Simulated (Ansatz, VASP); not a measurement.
# Hf in VASP and in Ansatz

The input INCAR:

```
ALGO = Normal
EDIFF = 1E-7
ENCUT = 520
GGA = PE
ISIF = 2
ISMEAR = 0
LASPH = T
LCHARG = F
LREAL = F
LWAVE = F
NBANDS = 11
NELM = 100
PREC = Accurate
SIGMA = 0.1
```

The input KPOINTS:

```
k-points
0
Gamma
  8 8 8
```

The input POSCAR:

```
Hf
1.0
   -1.7325072278      1.7325072278      1.7325072278
    1.7325072278     -1.7325072278      1.7325072278
    1.7325072278      1.7325072278     -1.7325072278
Hf
1
Direct
    0.0000000000      0.0000000000      0.0000000000
```

Input for Ansatz:

```yaml
crystal:
  lattice:
    - [-1.7325072278, 1.7325072278, 1.7325072278]
    - [1.7325072278, -1.7325072278, 1.7325072278]
    - [1.7325072278, 1.7325072278, -1.7325072278]
  atoms:
    - { symbol: Hf, position: [0.0, 0.0, 0.0] }
basis:
  ecutwfc: 420
kpoints:
  mp_grid: { grid: [8, 8, 8] }
hamiltonian:
  xc: pbe
scf:
  occupations: { method: gaussian, width: 0.1 }
output:
  forces: true
  stress: true
  eigenvalues: true
```

Alike in both runs: task single point; functional PBE; k mesh 8 × 8 × 8; occupations gaussian, width 0.1 eV; no spin polarisation.

```csv
,VASP,Ansatz
version,VASP 6.6.1,Ansatz 0.2.0
potentials or method,"VASP PAW PBE potentials, release 64 (Hf_pv)","scalar-relativistic, plane waves, PAW"
plane-wave cutoff (eV),520,420
valence electrons in the cell,10,26
```

```csv
,VASP,Ansatz,Ansatz less VASP
gap on the k mesh at the Fermi level (eV),none,none,-
pressure (GPa),7.7,8.0,+0.30
```

A gap of «none» marks a metal or a gap that the smearing closes. The two sets of potentials don't hold the same shells in valence.

Spin-orbit coupling is left out, which matters for the levels of Hf.
